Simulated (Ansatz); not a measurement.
# HfN: the cost of one run

All numbers are computed with the Python package of Ansatz 0.2.0. Level of theory: DFT PBE, plane waves, PAW.

### Step 1. Starting point

Symmetry: P6_3/mmc, No. 194, hexagonal system. Conventional cell: a = 3.134 Å, b = 3.134 Å, c = 5.417 Å, α = 90.00°, β = 90.00°, γ = 120.00°. Hf (site symmetry -6m2) has 6 N at 2.26 Å as nearest neighbours. N (site symmetry -3m) is surrounded by 6 Hf at 2.26 Å.

No structure file is read: the coordinates are typed or built in the script.

### Step 2. The script

File eos.py:

```python
import logging
import sys
import warnings

import ansatz as az
import numpy as np
from pymatgen.analysis.eos import EOS

logging.basicConfig(stream=sys.stdout, format="[%(levelname)s] %(message)s")
log = logging.getLogger("calc")
log.setLevel(logging.INFO)

VECTORS = np.array([
    [3.133908, 0.0, 0.0],
    [-1.566954, 2.714044, 0.0],
    [0.0, 0.0, 5.416768],
])
SITES = [
    ("Hf", (2 / 3, 1 / 3, 0.75)),
    ("Hf", (1 / 3, 2 / 3, 0.25)),
    ("N", (0.0, 0.0, 0.0)),
    ("N", (0.0, 0.0, 0.5)),
]


def build(cell):
    crystal = az.Crystal(lattice=az.Lattice.of(cell))
    for symbol, position in SITES:
        crystal = crystal.atom(symbol, position)
    return crystal

warnings.simplefilter("ignore", az.DeckWarning)

volumes, energies, pressures = [], [], []
for scale in np.linspace(0.94, 1.06, 7):
    cell = VECTORS * scale ** (1 / 3)
    model = build(cell).calculation()
    model = model.functional(az.Functional.PBE).basis(41 * az.Ry)
    model = model.occupations("fermi_dirac", width=50 * az.meV)
    model = model.scf(tolerance=1e-08)
    model = model.kpoints(8, 8, 4).stress()
    report = model.run(threads=1, pin="off").report
    volumes.append(abs(np.linalg.det(cell)) / len(SITES))
    energies.append(report["free_energy_ev"] / len(SITES))
    pressures.append(np.trace(report["stress_gpa"]) / 3)
    log.info(f"V = {volumes[-1]:8.4f} A^3/atom  F = {energies[-1]:.5f} eV/atom  P = {pressures[-1]:8.3f} GPa")

for form in ["pourier_tarantola", "murnaghan"]:
    fit = EOS(eos_name=form).fit(volumes, energies)
    log.info(f"{form:18s} V0 {fit.v0:8.4f} A^3/atom  B0 {fit.b0_GPa:7.1f} GPa  B1 {fit.b1:5.2f}")
```

### Step 3. Launch

Run with:

```
> python eos.py
```

What time and memory should one allow on 1 thread of Intel Xeon 6975P-C (Granite Rapids), shared host?

About 20 s, with a peak of 0.55 GiB.
